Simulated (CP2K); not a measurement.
The system is TiO2.

```xyz
12
Lattice="5.0179 0.0000 0.0000 -4.1519 2.8181 0.0000 0.0000 0.0000 10.2352" Properties=species:S:1:pos:R:3 pbc="T T T"
Ti    3.7976    0.3751    5.9686
Ti   -2.9315    2.4431    4.2666
Ti    3.7976    0.3751    9.3842
Ti   -2.9315    2.4431    0.8510
O     0.4330    1.4091    5.1176
O     0.4330    1.4091    0.0000
O     4.4149    0.1853    7.6764
O    -3.5488    2.6328    2.5588
O     2.7658    0.6921    1.0529
O    -1.8998    2.1260    9.1824
O    -1.8998    2.1260    6.1705
O     2.7658    0.6921    4.0648
```

Measurements of this composition are mostly on another form, of space group No. 141.

Base run:

| Item | Value |
| --- | --- |
| Program | CP2K 2026.2 |
| Functional | LDA |
| Potentials or basis | GTH_POTENTIALS Ti GTH-PADE-q12, O GTH-PADE-q6; DZVP-MOLOPT-SR-GTH basis |
| Density cutoff | 8163 eV |
| k mesh | 7 × 7 × 2 |
| Occupations | fermi-dirac, width 0.05 eV |
| Spin | no spin polarisation |
| Hubbard terms | Ti d U = 4.0 eV |

Its results: band gap on the k mesh 2.88 eV, indirect (least direct gap 2.99 eV); largest force 0.836 eV/Å.

Q: After a change of settings the same cell gave: band gap on the k mesh 3.08 eV, indirect (least direct gap 3.20 eV); largest force 0.917 eV/Å. Which change was it?
A. hubbard terms from Ti d U = 4.0 eV to none
B. hubbard terms from Ti d U = 4.0 eV to Ti d U = 2.0 eV
C. hubbard terms from Ti d U = 4.0 eV to Ti d U = 6.0 eV

A: C.

Caveats: this program's U acts on Mulliken populations of all basis functions of the shell, so it isn't the U of plane-wave codes; energies scatter by some meV and the pressure isn't listed; an odd mesh through Γ misses points on the zone boundary, where band edges often lie; the basis of atomic orbitals isn't converged, which shifts pressures, moduli and gaps.
